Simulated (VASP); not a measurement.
Here is a VASP 6.6.1 calculation.

File POSCAR:

```
KBr
4.7283
    0.000000000000      0.707109538862      0.707109538862
    0.707109538862      0.000000000000      0.707109538862
    0.707109538862      0.707109538862      0.000000000000
Br K
1 1
Direct
    0.5000000000      0.5000000000      0.5000000000
    0.0000000000      0.0000000000      0.0000000000
```

The input INCAR.step1:

```
ALGO     = Normal         # electronic algorithm
EDIFF    = 1E-5           # SCF threshold, eV
ENCUT    = 520            # plane-wave cutoff, eV
GGA      = PE             # functional
ISIF     = 2              # what is computed and relaxed
ISMEAR   = -1             # smearing method
LASPH    = True           # aspherical terms in the spheres
LCHARG   = False          # write CHGCAR
LREAL    = False          # projectors in reciprocal space
LWAVE    = True           # write WAVECAR
NELM     = 100            # most SCF steps
PREC     = Accurate       # precision mode
SIGMA    = 0.02           # smearing width, eV
```

Contents of INCAR.step2:

```
ALGO     = Normal         # electronic algorithm
EDIFF    = 1E-6           # SCF threshold, eV
ENCUT    = 520            # plane-wave cutoff, eV
GGA      = PE             # functional
HFSCREEN = 0.2            # screening, 1/A
ISIF     = 2              # what is computed and relaxed
ISMEAR   = -5             # smearing method
ISTART   = 1            
IVDW     = 21             # dispersion correction
LASPH    = True           # aspherical terms in the spheres
LCHARG   = False          # write CHGCAR
LHFCALC  = True           # exact exchange
LORBIT   = 11             # projections on sites
LREAL    = False          # projectors in reciprocal space
LWAVE    = False          # write WAVECAR
NEDOS    = 2001           # points of the DOS
NELM     = 100            # most SCF steps
PREC     = Accurate       # precision mode
PRECFOCK = Normal       
SIGMA    = 0.02           # smearing width, eV
```

File KPOINTS:

```
k-points
0
Gamma
  4 4 4
```

Potentials or basis: VASP PAW PBE potentials, release 64 (Br, K_sv).

Command:

```console
$ cat potpaw_PBE.64/Br/POTCAR potpaw_PBE.64/K_sv/POTCAR > POTCAR
$ cp INCAR.step1 INCAR
$ mpirun -np 1 vasp_std > vasp.out
$ cp INCAR.step2 INCAR
$ mpirun -np 1 vasp_std > vasp.out
```

Task: What does it give for the pressure?

Result: -0.1 GPa.

Task: What does it give for the dispersion energy per atom?

Result: -0.181 eV.

Task: Estimate the band gap on the k mesh.

Result: 5.51 eV, direct.

States per cell in windows of 1 eV (zero at the valence-band top; states under -8 eV left out):
```tsv
from (eV)	total	Br1_p	K2_d	K2_p	Br1_s	K2_s	Br1_d
-8.0	0.00	0.00	0.00	0.00	0.00	0.00	0.00
-7.0	0.00	0.00	0.00	0.00	0.00	0.00	0.00
-6.0	0.00	0.00	0.00	0.00	0.00	0.00	0.00
-5.0	0.00	0.00	0.00	0.00	0.00	0.00	0.00
-4.0	0.00	0.00	0.00	0.00	0.00	0.00	0.00
-3.0	0.00	0.00	0.00	0.00	0.00	0.00	0.00
-2.0	0.08	0.04	0.00	0.00	0.00	0.00	0.00
-1.0	5.63	3.12	0.02	0.05	0.00	0.01	0.00
0.0	0.00	0.00	0.00	0.00	0.00	0.00	0.00
1.0	0.00	0.00	0.00	0.00	0.00	0.00	0.00
2.0	0.00	0.00	0.00	0.00	0.00	0.00	0.00
3.0	0.00	0.00	0.00	0.00	0.00	0.00	0.00
4.0	0.00	0.00	0.00	0.00	0.00	0.00	0.00
5.0	0.01	0.00	0.00	0.00	0.00	0.00	0.00
6.0	0.19	0.01	0.00	0.00	0.01	0.01	0.00
7.0	1.44	0.06	0.08	0.03	0.05	0.02	0.03
```

Caveat: the PAW data sets were made with another functional, which shifts forces and pressure a little.
